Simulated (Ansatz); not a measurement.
A run of Ansatz 0.2.0 is set up as follows.

Contents of input:

```
crystal:
  lattice:
    - [3.1408770487, 0.0, 0.0]
    - [0.0, 3.1408770487, 0.0]
    - [0.0, 0.0, 4.42383794]
  atoms:
    - { symbol: Ga, position: [0.0, 0.0, 0.0] }
    - { symbol: Al, position: [0.5, 0.5, 0.5] }
    - { symbol: "N", position: [0.0, 0.5, 0.26173519] }
    - { symbol: "N", position: [0.5, 0.0, 0.73826481] }
hamiltonian:
  xc: hse06
  pseudopotentials: { kind: paw }
kpoints:
  mp_grid: { grid: [6, 6, 4] }
  band_path:
    path:
      - [[0.0, 0.0, 0.0], [0.0, 0.5, 0.0], [0.5, 0.5, 0.0], [0.0, 0.0, 0.0], [0.0, 0.0, 0.5], [0.0, 0.5, 0.5], [0.5, 0.5, 0.5], [0.0, 0.0, 0.5]]
      - [[0.0, 0.5, 0.0], [0.0, 0.5, 0.5]]
      - [[0.5, 0.5, 0.0], [0.5, 0.5, 0.5]]
    npoints: 4
scf:
  occupations: { method: fermi_dirac, width: 0.05 }
  n_extra_bands: 10
output:
  forces: true
  stress: true
  eigenvalues: true
  fatbands: false
  write_density: true
  write_potential: true
  elf: true
  volumetric_format: npy
```

Q: Predict the largest force.

A: 0.124 eV/Å.

Q: Estimate the band gap on the k mesh.

A: 4.15 eV, direct.

Q: Predict the band gap along the path.

A: 4.15 eV, direct.

Q: Estimate the pressure.

A: -0.7 GPa.

Forces on the atoms (eV/Å):
```
Ga   0.000  0.000  0.000
Al   0.000  0.000  0.000
N    0.000  0.000 -0.124
N    0.000  0.000  0.124
```

Caveat: the pressure holds a Pulay correction of +0.4 GPa for the finite cutoff; the PAW data sets come from PBE, with cores solved anew for the run's functional, which leaves a small shift of forces and pressure; the thresholds are loose for stress.
